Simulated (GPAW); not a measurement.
# Ge (P4_32_12) in GPAW: notebook, part 2 of 2

GPAW 26.7.0. Earlier steps stand in the parts before.

## 3. Band structure, PBEsol, spin-orbit coupling, no magnetisation

Contents of run.py:

```python
import numpy as np
from ase import Atoms
from ase.dft.bandgap import bandgap
from ase.io import write
from ase.units import GPa
from gpaw import GPAW, PW, setup_paths
from gpaw.spinorbit import soc_eigenstates

setup_paths.insert(0, '.')

atoms = Atoms(['Ge', 'Ge', 'Ge', 'Ge', 'Ge', 'Ge', 'Ge', 'Ge', 'Ge', 'Ge', 'Ge', 'Ge'],
              cell=[[5.93, 0.0, 0.0],
                    [0.0, 5.93, 0.0],
                    [0.0, 0.0, 6.98]],
              scaled_positions=[[0.375, 0.1667, 0.75],
                                [0.3333, 0.875, 0.5],
                                [0.625, 0.8333, 0.25],
                                [0.6667, 0.125, 0.0],
                                [0.875, 0.3333, 0.5],
                                [0.8333, 0.625, 0.75],
                                [0.125, 0.6667, 0.0],
                                [0.1667, 0.375, 0.25],
                                [0.575, 0.425, 0.25],
                                [0.925, 0.925, 0.5],
                                [0.425, 0.575, 0.75],
                                [0.075, 0.075, 0.0]],
              pbc=True)

calc = GPAW(mode=PW(600),
            xc='PBEsol',
            kpts={'size': (5, 5, 4), 'gamma': True},
            occupations={'name': 'fermi-dirac', 'width': 0.05},
            nbands=46,
            convergence={'density': 1e-05, 'energy': 1e-05},
            maxiter=150,
            txt='gpaw.txt')
atoms.calc = calc
energy = atoms.get_potential_energy()
forces = atoms.get_forces()
stress = atoms.get_stress()
calc.write('gs.gpw')
write('result.traj', atoms)
print(f'Energy: {energy:.6f} eV')
print('Forces (eV/A):')
print(forces.round(4))
print('Stress (GPa):', (stress / GPa).round(3))
print('Fermi level:', round(calc.get_fermi_level(), 4), 'eV')
print(f'Gap: {bandgap(calc)[0]:.4f} eV, direct: {bandgap(calc, direct=True)[0]:.4f} eV')

path = atoms.cell.bandpath('GXMGZRAZ,XR,MA', npoints=80, eps=1e-4)
bs_calc = calc.fixed_density(kpts=path, symmetry='off', nbands=83,
                             convergence={'bands': 'CBM+6.0', 'eigenstates': 1e-6}, txt='bands.txt')
bs = bs_calc.band_structure()
bs.write('bs.json')
print(f'Gap on the path: {bandgap(bs_calc)[0]:.4f} eV')

soc = soc_eigenstates(bs_calc, theta=0, phi=0)
np.savetxt('soc_bands.dat', soc.eigenvalues(), fmt='%.4f')
mesh = soc_eigenstates('gs.gpw', theta=0, phi=0)
np.savetxt('soc_mesh.dat', mesh.eigenvalues(), fmt='%.4f')
print('Fermi level with spin-orbit coupling:', round(mesh.fermi_level, 4), 'eV')
```

Potentials or basis: PAW data sets generated in the run's folder for this functional, pw.

Started as:

```bash
$ gpaw-setup -f PBEsol Ge
$ OMP_NUM_THREADS=1 python run.py
```

gpaw.txt:

```text
__  _  _
 | _ |_)|_||  |
 |__||  | ||/\| - 26.7.0

Input parameters:
  mode=PW(ecut=600.0),
  convergence={'density': 1e-05, 'energy': 1e-05},
  kpts=MonkhorstPack(size=(5, 5, 4), gamma=True),
  maxiter=150,
  nbands=46,
  occupations=Occupations(name='fermi-dirac', width=0.05),
  xc=XC(name='PBEsol')

Diagonalizing LCAO Hamiltonian
Converting LCAO to pw mode
     .--------------.
    /|              |
   / |              |
  /  |              |
 *   |    Ge    Ge  |
 |   |   Ge        Ge
 |   | Ge           |
 |   |        GGe   |
 |   |              |
 |   Ge----Ge-------.
 |  / Ge           /
 | /              /
 |/         Ge   /
 *Ge------------*

Atoms  # Å, Bohr magnetons
|    | symbol |        x |        y |        z |    initial magnetic moments |
|----|--------|----------|----------|----------|-----------------------------|
|  0 |     Ge | 2.223750 | 0.988531 | 5.235000 | ( 0.0000,  0.0000,  0.0000) |
|  1 |     Ge | 1.976469 | 5.188750 | 3.490000 | ( 0.0000,  0.0000,  0.0000) |
|  2 |     Ge | 3.706250 | 4.941469 | 1.745000 | ( 0.0000,  0.0000,  0.0000) |
|  3 |     Ge | 3.953531 | 0.741250 | 0.000000 | ( 0.0000,  0.0000,  0.0000) |
|  4 |     Ge | 5.188750 | 1.976469 | 3.490000 | ( 0.0000,  0.0000,  0.0000) |
|  5 |     Ge | 4.941469 | 3.706250 | 5.235000 | ( 0.0000,  0.0000,  0.0000) |
|  6 |     Ge | 0.741250 | 3.953531 | 0.000000 | ( 0.0000,  0.0000,  0.0000) |
|  7 |     Ge | 0.988531 | 2.223750 | 1.745000 | ( 0.0000,  0.0000,  0.0000) |
|  8 |     Ge | 3.409750 | 2.520250 | 1.745000 | ( 0.0000,  0.0000,  0.0000) |
|  9 |     Ge | 5.485250 | 5.485250 | 3.490000 | ( 0.0000,  0.0000,  0.0000) |
| 10 |     Ge | 2.520250 | 3.409750 | 5.235000 | ( 0.0000,  0.0000,  0.0000) |
| 11 |     Ge | 0.444750 | 0.444750 | 0.000000 | ( 0.0000,  0.0000,  0.0000) |

Unit cell  # Å
| periodic |        x |        y |        z |  lengths |    angles |
|----------|----------|----------|----------|----------|-----------|
|      yes | 5.930000 | 0.000000 | 0.000000 | 5.930000 | 90.000000 |
|      yes | 0.000000 | 5.930000 | 0.000000 | 5.930000 | 90.000000 |
|      yes | 0.000000 | 0.000000 | 6.980000 | 6.980000 | 90.000000 |

Number of symmetries: 2
Symmetry operations  # r_c * U_cc + t_c -> r_c
|   | kind |            matrix            |
|---|------|------------------------------|
| 0 |  E   |  1, 0, 0,  0, 1, 0,  0, 0, 1 |
| 1 |  C2  |  0, 1, 0,  1, 0, 0,  0, 0,-1 |

BZ-sampling:
  Number of BZ points: 100
  Number of IBZ points: 33

  Monkhorst-Pack size: [5, 5, 4]
  Monkhorst-Pack shift: [0.0, 0.0, 0.125]

K-points  # in reciprocal-cell coordinates
[... 65 lines left out ...]
eigensolver:
  PPCG
  Converge bands: occupied
  niter=2

density mixing:
  MSR1-Mixer
  Pratt-step length: 0.05
  Maximum mixing coefficient: 0.75
  Old densities: 10
  SVD Regularization: 0.005
  Good broyden scale: 1.0
  Trust region scale: 1.0
  Backstep threshold: 4.0
  History deletion threshold: 6.0
  Fourier metric: weight=20.0, sigma=0.015

occupation numbers:
  Fermi-Dirac:
    width: 0.0500  # eV

poisson solver:
  ecut: 4800.0  # eV

xc functional:
  name: PBEsol with 2 nearest neighbor stencil

convergence criteria:
- Maximum integral of absolute [dens]ity change: 1e-05 electrons / valence electron
- Maximum [total energy] change in last 3 cyles: 1e-05 eV / valence electron
- Maximum integral of absolute [eigenst]ate change: 4e-08 eV^2 / valence electron
maximum number of iterations: 150

SCF iterations
|iter     | |      energy | eigst |  dens |
|---------|-|-------------|-------|-------|
|iter:   1| |  -57.841329 | -0.60 |       |
|iter:   2| |  -57.841530 | -2.82 | -0.98 |
|iter:   3| |  -57.653782 | -2.36 | -1.00 |
|iter:   4| |  -57.597434 | -2.99 | -1.53 |
|iter:   5| |  -57.593755 | -4.03 | -2.02 |
|iter:   6| |  -57.593577 | -5.24 | -2.71 |
|iter:   7| |  -57.593578c| -6.39 | -3.17 |
|iter:   8| |  -57.593579c| -7.43c| -3.59 |
|iter:   9| |  -57.593579c| -7.79c| -4.33 |
|iter:  10| |  -57.593579c| -8.40c| -4.98 |
|iter:  11| |  -57.593579c| -9.04c| -5.48c|

Converged in 11 steps
Energy contributions relative to reference atoms: (reference = -684669.119258)

Energy contributions:
  Kinetic:         135.326848
  Coulomb:        -119.816247
  Zero:             -0.023632
  External:          0.000000
  Xc:              -73.080451
  Entropy:          -0.000194
  Spinorbit:         0.000000
  ----------------------------
  Free energy:     -57.593676
  Extrapolated:    -57.593579

dipole moment: (0.002215, 0.002215, -68.409796)  # |e|*Ang

Fermi level: 6.595
Eigenvalues  # (at kpt = [0.000, 0.000, 0.000])
| band index |      eig [eV] | occ [0-2] |
|------------|---------------|-----------|
|          0 |        -6.287 |     2.000 |
|        ... |               |           |
|         16 |         3.048 |     2.000 |
|         17 |         3.366 |     2.000 |
|         18 |         3.366 |     2.000 |
|         19 |         4.345 |     2.000 |
|         20 |         5.404 |     2.000 |
|         21 |         5.404 |     2.000 |
[... 8 lines left out ...]
|         30 |        10.203 |     0.000 |
|         31 |        10.281 |     0.000 |
|        ... |               |           |
|         45 |        14.215 |     0.000 |

Gap: 0.690 eV
Transition (v -> c):
  (s=0, k=15, n=23, [0.40, -0.40, 0.00]) -> (s=0, k=30, n=24, [0.40, 0.40, 0.00])
Direct/indirect transitions are different
Direct gap: 0.690 eV
Transition at: (s=0, k=30, n=23, [0.40, 0.40, 0.00])

Forces  # eV/Ang
|        x |        y |        z |
|----------|----------|----------|
| -0.34364 | -0.19734 |  0.11120 |  # Ge   0
|  0.19734 | -0.34364 |  0.11119 |  # Ge   1
|  0.34364 |  0.19734 |  0.11120 |  # Ge   2
| -0.19734 |  0.34364 |  0.11119 |  # Ge   3
| -0.34364 |  0.19734 | -0.11119 |  # Ge   4
|  0.19734 |  0.34364 | -0.11120 |  # Ge   5
|  0.34364 | -0.19734 | -0.11119 |  # Ge   6
| -0.19734 | -0.34364 | -0.11120 |  # Ge   7
|  0.62230 | -0.62230 |  0.00000 |  # Ge   8
| -0.62230 | -0.62230 |  0.00000 |  # Ge   9
| -0.62230 |  0.62230 | -0.00000 |  # Ge  10
|  0.62230 |  0.62230 |  0.00000 |  # Ge  11

Stress tensor  # eV/Ang^3
|         x |         y |         z |
|-----------|-----------|-----------|
| -0.007062 |  0.000000 | -0.000000 |
|  0.000000 | -0.007062 |  0.000000 |
| -0.000000 |  0.000000 | -0.000362 |

# Writing to gs.gpw (mode='')
```

stdout:

```text
Energy: -57.593579 eV
Forces (eV/A):
[[-0.3436 -0.1973  0.1112]
 [ 0.1973 -0.3436  0.1112]
 [ 0.3436  0.1973  0.1112]
 [-0.1973  0.3436  0.1112]
 [-0.3436  0.1973 -0.1112]
 [ 0.1973  0.3436 -0.1112]
 [ 0.3436 -0.1973 -0.1112]
 [-0.1973 -0.3436 -0.1112]
 [ 0.6223 -0.6223  0.    ]
 [-0.6223 -0.6223  0.    ]
 [-0.6223  0.6223 -0.    ]
 [ 0.6223  0.6223  0.    ]]
Stress (GPa): [-1.131 -1.131 -0.058  0.    -0.     0.   ]
Fermi level: 6.5951 eV
Gap: 0.6900 eV, direct: 0.6900 eV
Gap on the path: 0.4730 eV
Fermi level with spin-orbit coupling: 6.5983 eV
```

bands.txt:

```text
Diagonalizing LCAO Hamiltonian
Converting LCAO to pw mode
convergence criteria:
- Maximum integral of absolute [eigenst]ate change: 1e-06 eV^2 / valence electron
maximum number of iterations: 150

SCF iterations
|iter     | |      energy | eigst |  dens |
|---------|-|-------------|-------|-------|
|iter:   1| |             | +1.32 |       |
[... 85 lines left out ...]
         [0.5       , 0.5       , 0.        ],
         [0.5       , 0.5       , 0.07142857],
         [0.5       , 0.5       , 0.14285714],
         [0.5       , 0.5       , 0.21428571],
         [0.5       , 0.5       , 0.28571429],
         [0.5       , 0.5       , 0.35714286],
         [0.5       , 0.5       , 0.42857143],
         [0.5       , 0.5       , 0.5       ]])),
  maxiter=150,
  nbands=83,
  occupations=Occupations(name='fermi-dirac', width=0.05),
  symmetry=Symmetry(point_group=False, time_reversal=False),
  xc=XC(name='PBEsol')
```

Wall time 12 min (1 thread of Arm Neoverse V2, shared host); peak memory 1.8 GiB.

What came out:

```yaml
Free_energy: -57.5937 eV
Pressure: 0.8 GPa
Largest_force: 0.880 eV/Å
Band_gap_on_the_k_mesh: 0.67 eV, direct
Band_gap_along_the_path: 0.45 eV, direct
```

Forces in eV/Å, atoms in the order of the input:
```
Ge  -0.344 -0.197  0.111
Ge   0.197 -0.344  0.111
Ge   0.344  0.197  0.111
Ge  -0.197  0.344  0.111
Ge  -0.344  0.197 -0.111
Ge   0.197  0.344 -0.111
Ge   0.344 -0.197 -0.111
Ge  -0.197 -0.344 -0.111
Ge   0.622 -0.622  0.000
Ge  -0.622 -0.622  0.000
Ge  -0.622  0.622  0.000
Ge   0.622  0.622  0.000
```

Stress tensor (GPa, compression positive):
```
1.13 0.00 0.00
0.00 1.13 0.00
0.00 0.00 0.06
```

Levels at the corners of the path, in eV from the valence-band top:
| point | band 46 | band 47 | band 48 | band 49 | band 50 | band 51 |
| --- | --- | --- | --- | --- | --- | --- |
| Γ | -0.88 | -0.10 | -0.10 | 1.42 | 1.42 | 1.43 |
| X | -0.16 | -0.13 | -0.13 | 1.29 | 1.29 | 1.30 |
| M | -0.05 | -0.05 | -0.05 | 1.16 | 1.16 | 1.16 |
| Γ | -0.88 | -0.10 | -0.10 | 1.42 | 1.42 | 1.43 |
| Z | -0.65 | -0.64 | -0.64 | 0.83 | 0.83 | 0.86 |
| R | -0.44 | -0.44 | -0.44 | 0.75 | 0.75 | 0.75 |
| A | -1.07 | -1.07 | -1.07 | 1.17 | 1.17 | 1.19 |
| Z | -0.65 | -0.64 | -0.64 | 0.83 | 0.83 | 0.86 |
| X | -0.16 | -0.13 | -0.13 | 1.29 | 1.29 | 1.30 |
| R | -0.44 | -0.44 | -0.44 | 0.75 | 0.75 | 0.75 |
| M | -0.05 | -0.05 | -0.05 | 1.16 | 1.16 | 1.16 |
| A | -1.07 | -1.07 | -1.07 | 1.17 | 1.17 | 1.19 |

Caveat: spin-orbit coupling was added after a scalar SCF, so levels and gaps hold it while energy, forces, pressure and moments don't; this program's spin-orbit splittings come out too wide for heavy elements; the mesh misses the band edges, which the band path finds closer together.

## 4. How close it comes

Step 2. Against the measured gap of Ge, 0.74 eV (optical; powder; “Properties of the exotic metastable ST12 germanium allotrope”, 2017, pmc:5216117), the calculated 0.47 eV is off by -0.27 eV. Spin-orbit coupling on Ge is left out. The value is that of PBEsol, without temperature or zero-point motion. Semilocal functionals fall short of measured gaps as a rule.

Step 3. Against the measured gap of Ge, 0.74 eV (optical; powder; “Properties of the exotic metastable ST12 germanium allotrope”, 2017, pmc:5216117), the calculated 0.45 eV is off by -0.29 eV. The value is that of PBEsol, without temperature or zero-point motion. Semilocal functionals fall short of measured gaps as a rule.
